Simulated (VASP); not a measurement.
# Si (Fd-3m) in VASP: notebook

One crystal, Si, is run at these levels: HSE06; tasks: relaxation of cell and atoms.

Everything below comes from runs of VASP 6.6.1. Logs are shortened: lines on timing, memory, paths and dates and some standing lists are left out, and cuts for length are marked.

### Step 1. The crystal as given

The structure is cubic, space group Fd-3m (No. 227). The conventional cell has a = 5.431 Å, b = 5.431 Å, c = 5.431 Å, α = 90.00°, β = 90.00°, γ = 90.00°. Si (site symmetry -43m) has 4 Si at 2.35 Å as nearest neighbours.

### Step 2. Relaxation of cell and atoms, HSE06, target pressure 6 GPa, at which the enthalpy is minimised

Input file POSCAR:

```
Si
1.0
    0.0000000000      2.7155000000      2.7155000000
    2.7155000000      0.0000000000      2.7155000000
    2.7155000000      2.7155000000      0.0000000000
Si
2
Direct
    0.0000000000      0.0000000000      0.0000000000
    0.2500000000      0.2500000000      0.2500000000
```

Input file INCAR.step1:

```
PREC = Accurate ; ENCUT = 600
EDIFF = 1E-5 ; ISMEAR = -1
SIGMA = 0.05 ; LREAL = F
LASPH = T ; NELM = 60
ALGO = Normal ; LWAVE = T
LCHARG = F ; PSTRESS = 60
GGA = PE ; KPAR = 2
```

Input file INCAR.step2:

```
PREC = Accurate ; ENCUT = 600
EDIFF = 1E-6 ; ISMEAR = -1
SIGMA = 0.05 ; LREAL = F
LASPH = T ; NELM = 60
ALGO = Normal ; ISIF = 3
LWAVE = F ; LCHARG = F
GGA = PE ; LHFCALC = T
HFSCREEN = 0.2 ; PRECFOCK = Fast
IBRION = 2 ; NSW = 60
EDIFFG = -0.01 ; PSTRESS = 60
ISTART = 1 ; KPAR = 2
```

Input file KPOINTS:

```
Automatic mesh
0
Gamma
  6 6 6
```

Potentials or basis: VASP PAW PBE potentials, release 64 (Si).

On the command line:

```sh
$ cat potpaw_PBE.64/Si/POTCAR > POTCAR
$ cp INCAR.step1 INCAR
$ mpirun -np 2 vasp_std > vasp.out
$ cp INCAR.step2 INCAR
$ mpirun -np 2 vasp_std > vasp.out
```

OUTCAR:

```text
PREC = Accurate
   ENCUT = 600
   EDIFF = 1E-6
   ISMEAR = -1
   LREAL = F
   LASPH = T
   NELM = 60
   ISIF = 3
   GGA = PE
   LHFCALC = T
   HFSCREEN = 0.2
   PRECFOCK = Fast
   IBRION = 2
   NSW = 60
   EDIFFG = -0.01
   PSTRESS = 60
   ISTART = 1

 ion  position               nearest neighbor table
   1  0.000  0.000  0.000-   2 2.35   2 2.35   2 2.35   2 2.35
   2  0.250  0.250  0.250-   1 2.35   1 2.35   1 2.35   1 2.35

  LATTYP: Found a face centered cubic cell.
 ALAT       =     5.4310000000

  Lattice vectors:

 A1 = (   0.0000000000,   2.7155000000,   2.7155000000)
 A2 = (   2.7155000000,   0.0000000000,   2.7155000000)
 A3 = (   2.7155000000,   2.7155000000,   0.0000000000)

Analysis of symmetry for initial positions (statically):
=====================================================================
 Subroutine PRICEL returns:
 Original cell was already a primitive cell.

 Routine SETGRP: Setting up the symmetry group for a
 face centered cubic supercell.

 Subroutine GETGRP returns: Found 48 space group operations
 (whereof 24 operations were pure point group operations)
 out of a pool of 48 trial point group operations.

The static configuration has the point symmetry T_d .
 The point group associated with its full space group is O_h .

Analysis of symmetry for dynamics (positions and initial velocities):
=====================================================================
 Subroutine PRICEL returns:
 Original cell was already a primitive cell.

 Routine SETGRP: Setting up the symmetry group for a
 face centered cubic supercell.

 Subroutine GETGRP returns: Found 48 space group operations
 (whereof 24 operations were pure point group operations)
 out of a pool of 48 trial point group operations.

The dynamic configuration has the point symmetry T_d .
 The point group associated with its full space group is O_h .

 Subroutine INISYM returns: Found 48 space group operations
 (whereof 24 operations are pure point group operations),
 and found     1 'primitive' translations

----------------------------------------------------------------------------------------

                                     Primitive cell

  volume of cell :      40.0479

  direct lattice vectors                    reciprocal lattice vectors
     0.000000000  2.715500000  2.715500000    -0.184128153  0.184128153  0.184128153
     2.715500000  0.000000000  2.715500000     0.184128153 -0.184128153  0.184128153
     2.715500000  2.715500000  0.000000000     0.184128153  0.184128153 -0.184128153

  length of vectors
     3.840296929  3.840296929  3.840296929     0.318919316  0.318919316  0.318919316

  position of ions in fractional coordinates (direct lattice)
     0.000000000  0.000000000  0.000000000
     0.250000000  0.250000000  0.250000000

  ion indices of the primitive-cell ions
   primitive index   ion index
                 1           1
                 2           2

----------------------------------------------------------------------------------------

 KPOINTS: Automatic mesh

Automatic generation of k-mesh.
 Grid dimensions read from file:
 generate k-points for:    6    6    6

 Generating k-lattice:

  Cartesian coordinates                     Fractional coordinates (reciprocal lattice)
    -0.030688026  0.030688026  0.030688026     0.166666667  0.000000000  0.000000000
     0.030688026 -0.030688026  0.030688026     0.000000000  0.166666667  0.000000000
     0.030688026  0.030688026 -0.030688026     0.000000000  0.000000000  0.166666667

  Length of vectors
     0.053153219  0.053153219  0.053153219

  Shift w.r.t. Gamma in fractional coordinates (k-lattice)
     0.000000000  0.000000000  0.000000000

 Subroutine IBZKPT returns following result:
 ===========================================

 Found     16 irreducible k-points:

 Following reciprocal coordinates:
            Coordinates               Weight
  0.000000  0.000000  0.000000      1.000000
  0.166667  0.000000  0.000000      8.000000
  0.333333  0.000000  0.000000      8.000000
  0.500000  0.000000  0.000000      4.000000
  0.166667  0.166667  0.000000      6.000000
  0.333333  0.166667  0.000000     24.000000
[... 8 lines left out ...]
 -0.333333  0.333333  0.166667     24.000000
 -0.333333  0.500000  0.166667     12.000000
   k-points           NKPTS =     16   k-points in BZ     NKDIM =    216   number of bands    NBANDS=      8
   number of dos      NEDOS =    301   number of ions     NIONS =      2
   total plane-waves  NPLWV =  32768
   dimension x,y,z NGX =    32 NGY =   32 NGZ =   32
   dimension x,y,z NGXF=    64 NGYF=   64 NGZF=   64
   ions per type =               2
   NGX,Y,Z   is equivalent  to a cutoff of  13.85, 13.85, 13.85 a.u.
   NGXF,Y,Z  is equivalent  to a cutoff of  27.71, 27.71, 27.71 a.u.
 SYSTEM =  unknown system
   PREC   = accura    normal or accurate (medium, high low for compatibility)
   ISTART =      1    job   : 0-new  1-cont  2-samecut
   ICHARG =      0    charge: 1-file 2-atom 10-const
   ISPIN  =      1    spin polarized calculation?
   LNONCOLLINEAR =      F non collinear calculations
   LSORBIT =      F    spin-orbit coupling
   LASPH  =      T    aspherical Exc in radial PAW
   ENCUT  =  600.0 eV  44.10 Ry    6.64 a.u.   7.67  7.67  7.67*2*pi/ulx,y,z
   NELM   =     60;   NELMIN=  2; NELMDL=  0     # of ELM steps
   EDIFF  = 0.1E-05   stopping-criterion for ELM
   LREAL  =      F    real-space projection
   EDIFFG = -.1E-01   stopping-criterion for IOM
   NSW    =     60    number of steps for IOM
   IBRION =      2    ionic relax: 0-MD 1-quasi-New 2-CG
   NFREE  =      1    steps in history (QN), initial steepest desc. (CG)
   ISIF   =      3    stress and relaxation
   ISYM   =      3    0-nonsym 1-usesym 2-fastsym
   POTIM  = 0.5000    time-step for ionic-motion
   TEBEG  =    0.0;   TEEND  =   0.0 temperature during run
   PSTRESS=   60.0 pullay stress
   NELECT =       8.0000    total number of electrons
   NUPDOWN=      -1.0000    fix difference up-down
   EMIN   =  10.00;   EMAX   =-10.00  energy-range for DOS
   EFERMI =   0.00;   METHOD = LEGACY
   ISMEAR =    -1;   SIGMA  =   0.05  broadening in eV -4-tet -1-fermi 0-gaus
   EFERMI_NEDOS =   21; number of points for ismear=-14 and -15
   IALGO  =     38    algorithm
   IMIX   =      1    mixing-type and parameters
     AMIX     =   0.40;   BMIX     =  1.00
     AMIX_MAG =   1.60;   BMIX_MAG =  1.00
  volume/ion in A,a.u.               =      20.02       135.13
  Fermi-wavevector in a.u.,A,eV,Ry     =   0.956999  1.808467 12.460868  0.915848
  Thomas-Fermi vector in A             =   2.085978
   LORBIT       =      0    0 simple, 1 ext, 2 COOP (PROOUT), +10 PAW based schemes
   GGA     = PE    functional components
   LHFCALC =     T    Hartree Fock is set to
   PRECFOCK=fast      Normal, Fast or Accurate (Low or Medium for compatibility)
   ENCUT4O =  -1.0   cutoff for four orbital integrals eV
   NKREDX  =     1    reduce k-point grid by
   NKREDY  =     1    reduce k-point grid by
   NKREDZ  =     1    reduce k-point grid by
   AEXX    =    0.2500 exact exchange contribution
   HFSCREEN=    0.2000 screening length (either q_TF or 0.3 A-1)
   HFSCREENC=   0.2000 screening length for correlation (either q_TF or 0.3 A-1)
   ENCUTFOCK=  -1.0 apply spherical cutoff to Coloumb kernel
   IVDW    =     0    specifies the selected vdW correction
   LEPSILON=     F    determine dielectric tensor
   LRPA    =     F    only Hartree local field effects (RPA)
 conjugate gradient relaxation of ions
 non-spin polarized calculation
  energy-cutoff  :      600.00
  volume of cell :       40.05
 maximum number of plane-waves:      1363
 NGX is ok and might be reduce to    32
  NGX = 18; NGY = 18; NGZ = 18

--------------------------------------- Ionic step        1  -------------------------------------------

 number of electron       7.9999999 magnetization

 Free energy of the ion-electron system (eV)
  ---------------------------------------------------
  ext. energy  EPLUGINS =         0.00000000
  ---------------------------------------------------
  free energy    TOTEN  =       -12.56750088 eV

  energy without entropy =      -12.56750073  energy(sigma->0) =      -12.56750081

------------------------ aborting loop because EDIFF is reached ----------------------------------------

  FORCE on cell =-STRESS in cart. coord.  units (eV):
  Direction    XX          YY          ZZ          XY          YZ          ZX
  --------------------------------------------------------------------------------------
  -------------------------------------------------------------------------------------
  Total        0.0456397      0.0456397      0.0456397      0.0000000      0.0000000     -0.0000000
  in kB        1.8258880      1.8258880      1.8258880      0.0000000      0.0000000     -0.0000000
  external PRESSURE =     -58.1741120 kB  Pullay stress =      60.0000000 kB

 VOLUME and BASIS-vectors are now :
 -----------------------------------------------------------------------------
  energy-cutoff  :      600.00
  volume of cell :       40.05
      direct lattice vectors                 reciprocal lattice vectors
     0.000000000  2.715500000  2.715500000    -0.184128153  0.184128153  0.184128153
     2.715500000  0.000000000  2.715500000     0.184128153 -0.184128153  0.184128153
     2.715500000  2.715500000  0.000000000     0.184128153  0.184128153 -0.184128153
[... 46 lines left out ...]
  FREE ENERGIE OF THE ION-ELECTRON SYSTEM (eV)
  ---------------------------------------------------
  free  energy   TOTEN  =       -12.4082813848 eV

  energy  without entropy=      -12.4082802735  energy(sigma->0) =      -12.40828083

  enthalpy is  TOTEN    =       -11.0608690146 eV   P V=        1.3474123702

--------------------------------------- Ionic step        3  -------------------------------------------

 number of electron       8.0000000 magnetization

 Free energy of the ion-electron system (eV)
  ---------------------------------------------------
  ext. energy  EPLUGINS =         0.00000000
  ---------------------------------------------------
  free energy    TOTEN  =       -12.53053684 eV

  energy without entropy =      -12.53053648  energy(sigma->0) =      -12.53053666

 E-fermi :   6.5745     XC(G=0):  -7.9928

 val. band max:        5.9992316303   @ k =   0.0000   0.0000   0.0000
 cond. band min:       7.2002998178   @ k =   0.5000   0.5000   0.0000
 fundamental gap:      1.2010681875
 Fermi energy:         6.5744627197

 k-point     1 :       0.0000    0.0000    0.0000
  band No.  band energies     occupation
      1      -7.6902      2.00000
      2       5.9992      1.99998
      3       5.9992      1.99998
      4       5.9992      1.99998
      5       9.3681      0.00000
      6       9.3681      0.00000
      7       9.3681      0.00000
      8      10.9933      0.00000

 k-point     2 :       0.1667    0.0000    0.0000
  band No.  band energies     occupation
      1      -7.2720      2.00000
      2       3.3868      2.00000
      3       5.5018      2.00000
      4       5.5018      2.00000
      5       9.2934      0.00000
      6      10.0871      0.00000
      7      10.0871      0.00000
      8      12.9906      0.00000
[... 174 lines left out ...]
 POSITION                                       TOTAL-FORCE (eV/Angst)
 -----------------------------------------------------------------------------------
      0.00000      0.00000      0.00000         0.000000      0.000000      0.000000
      1.33455      1.33455      1.33455        -0.000000     -0.000000     -0.000000
 -----------------------------------------------------------------------------------
    total drift:                               -0.000000     -0.000000     -0.000000

  FREE ENERGIE OF THE ION-ELECTRON SYSTEM (eV)
  ---------------------------------------------------
  free  energy   TOTEN  =       -12.5305368447 eV

  energy  without entropy=      -12.5305364764  energy(sigma->0) =      -12.53053666

  enthalpy is  TOTEN    =       -11.1063412812 eV   P V=        1.4241955635

 reached required accuracy - stopping structural energy minimisation
```

Wall time 5.1 min (2 MPI ranks of Intel Xeon Platinum 8488C (Sapphire Rapids), shared host); peak memory 0.27 GiB.

Results:

```yaml
Free_energy: -12.5305 eV
Relaxed_volume: 19.02 Å³/atom
Relaxed_cell: a = 3.775 Å, b = 3.775 Å, c = 3.775 Å, α = 60.00°, β = 60.00°, γ = 60.00°
Space_group_after_relaxing_to_0.05_Å: Fd-3m (No. 227)
Energy_change_on_relaxing_the_enthalpy_is_what_falls: +18.5 meV/atom
Ionic_steps: 3
Pressure_after_relaxing: 5.9 GPa
Band_gap_on_the_k_mesh: 1.20 eV, indirect (least direct gap 3.37 eV)
```

The path:
| step | energy change (eV) | largest force (eV/Å) | pressure (GPa) | volume (Å³) |
| --- | --- | --- | --- | --- |
| 1 | 0.0000 | 0.0000 | 0.18 | 40.05 |
| 2 | 0.1592 | 0.0000 | 13.50 | 35.98 |
| 3 | 0.0370 | 0.0000 | 5.94 | 38.03 |

Final structure:
```
Si
1.0
     0.00000    2.66911    2.66911
     2.66911    0.00000    2.66911
     2.66911    2.66911    0.00000
Si
2
Cartesian
  0.0000 0.0000 0.0000
  1.3346 1.3346 1.3346
```

Levels at points of the mesh, in eV from the valence-band top:
```
           k point  band 1  band 2  band 3  band 4  band 5  band 6  band 7  band 8
(0.00, 0.00, 0.00)  -13.69    0.00    0.00    0.00    3.37    3.37    3.37    4.99
(0.50, 0.00, 0.00)  -10.95   -8.00   -1.36   -1.36    2.47    4.13    4.13    8.71
(0.50, 0.50, 0.00)   -8.86   -8.86   -3.29   -3.29    1.20    1.20   11.99   11.99
```

Caveat: the cell is relaxed towards a set pressure, so the enthalpy falls and the energy may rise; the PAW data sets were made with another functional, which shifts forces and pressure a little. A k mesh can miss the band edges.

[end of part 1 of 2]
